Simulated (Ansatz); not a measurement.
# TiC: the cost of one run

Method: DFT PBEsol, scalar-relativistic, plane waves, PAW, in Ansatz 0.2.0.

2 further runs of the same task are left out: 2 set aside as unsound or not needed.

### 1 The structure to begin with

The structure is cubic, space group Fm-3m (No. 225). Conventional cell: a = 4.293 Å, b = 4.293 Å, c = 4.293 Å, α = 90.00°, β = 90.00°, γ = 90.00°. Around Ti (site symmetry m-3m) lie 6 C at 2.15 Å. C (site symmetry m-3m) has 6 Ti at 2.15 Å as nearest neighbours.

As a file:

```cif
data_structure
_symmetry_space_group_name_H-M 'Fm-3m'
_symmetry_Int_Tables_number 225
_cell_length_a 4.2934
_cell_length_b 4.2934
_cell_length_c 4.2934
_cell_angle_alpha 90.000
_cell_angle_beta 90.000
_cell_angle_gamma 90.000
_cell_volume 79.14
loop_
_atom_site_label
_atom_site_type_symbol
_atom_site_symmetry_multiplicity
_atom_site_Wyckoff_symbol
_atom_site_fract_x
_atom_site_fract_y
_atom_site_fract_z
_atom_site_occupancy
Ti1 Ti 4 a 0.00000 0.00000 0.00000 1
C1 C 4 b 0.50000 0.00000 0.00000 1
```

It is built from the cell relaxed beforehand with the same method (9.89 Å³/atom).

### 2 The undisturbed cell

Input file input.yaml:

```yaml
crystal:
  lattice:
    - [2.1466854824, -2.1466854824, 0.0]
    - [2.1466854824, 0.0, -2.1466854824]
    - [8.5867419295, 8.5867419295, 8.5867419295]
  atoms:
    - { symbol: Ti, position: [1.0, 0.0, 0.5] }
    - { symbol: Ti, position: [0.3333333333, 0.3333333333, 0.3333333333] }
    - { symbol: Ti, position: [0.6666666667, 0.6666666667, 0.6666666667] }
    - { symbol: Ti, position: [1.0, 1.0, 0.0] }
    - { symbol: Ti, position: [0.3333333333, 0.3333333333, 0.8333333333] }
    - { symbol: Ti, position: [0.6666666667, 0.6666666667, 0.1666666667] }
    - { symbol: C, position: [0.6666666667, 0.6666666667, 0.4166666667] }
    - { symbol: C, position: [0.0, 0.0, 0.25] }
    - { symbol: C, position: [0.3333333333, 0.3333333333, 0.5833333333] }
    - { symbol: C, position: [0.6666666667, 0.6666666667, 0.9166666667] }
    - { symbol: C, position: [1.0, 1.0, 0.75] }
    - { symbol: C, position: [0.3333333333, 0.3333333333, 0.0833333333] }
basis:
  ecutwfc: 420
kpoints:
  mp_grid: { grid: [22, 22, 4] }
hamiltonian:
  xc: pbesol
scf:
  occupations: { method: gaussian, width: 0.15 }
output:
  forces: true
  stress: true
  eigenvalues: true
```

Run with:

```sh
> ansatz run input.yaml --threads 2 --pin off --max-ram 5120MiB --backend cpu --events-out ev --progress --plain --runs-dir out
```

**Question.** How long does this run take on 2 threads of Intel Xeon Platinum 8375C at 2.90GHz (Ice Lake), shared host, and how much memory does it need?

About 38 s, with a peak of 1.2 GiB.
